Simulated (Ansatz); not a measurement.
Runs of Ansatz 0.2.0 on Cd. Symmetry: P6_3/mmc, No. 194, hexagonal system. Conventional cell: a = 2.979 Å, b = 2.979 Å, c = 5.618 Å, α = 90.00°, β = 90.00°, γ = 120.00°. Cd (site symmetry -6m2) is surrounded by 12 Cd at 2.98 to 3.29 Å. 

```tsv
task	level	potentials or basis	spin	cell	k mesh	cutoff (eV)	smearing	driver	points for each segment of the path	other keys	gap on the mesh (eV)	pressure (GPa)
electrostatic potential	revPBE	SSSP efficiency PAW	off	as given	10 × 10 × 5	1361	fermi-dirac 0.1 eV	chain	-	-	none	4.8
ladder of functionals	LDA	PseudoDojo LDA	off	as given	10 × 10 × 5	1388	fermi-dirac 0.01 eV	chain	-	-	none	-4.1
electrostatic potential	revPBE	SSSP efficiency PAW	off	as given	10 × 10 × 5	1361	fermi-dirac 0.1 eV	-	-	-	none	4.8
band structure	revPBE+D3(BJ)	SSSP precision PAW	off	atoms moved at random, drawn with an rms of 0.05 Å	8 × 8 × 4	1361	fermi-dirac 0.1 eV	chain	14	crystal.symmetry = detect False; …	none	-1.6
density of states	PBE0	Ansatz PAW	off	as given	7 × 7 × 4	420	methfessel-paxton 0.025 eV	chain	-	-	none	1.2
single point	exchange-only PBE+d3bjatm	Ansatz PAW	non-collinear, program default start, SOC	as given	10 × 10 × 5	420	methfessel-paxton 0.025 eV	chain	-	hamiltonian.dispersion = d3bjatm	none	12.3
density of states	r2SCAN+D3(BJ)	SSSP precision PAW	off	as given	10 × 10 × 5	1361	tetrahedron	chain	-	-	none	(a)
```

Task: Estimate the missing entries.

Result: (a) -1.1.

Caveats: the potentials were made for another functional, which shifts forces and pressure (some runs); pairwise dispersion overbinds metals, which lowers pressure and volume (some runs); the PAW data sets were made with another functional, which shifts forces and pressure a little (some runs); the dispersion damping was fitted for another functional or another form of the correction (some runs); the thresholds are loose for stress (some runs); with tetrahedron occupations forces and stress needn't match the slope of the energy (some runs).

A k mesh can miss the band edges, and rows without SOC leave out spin-orbit coupling on Cd.

A gap of «none» marks a metal or a gap under the smearing width.

Runs at the PBE level aren't shown here.
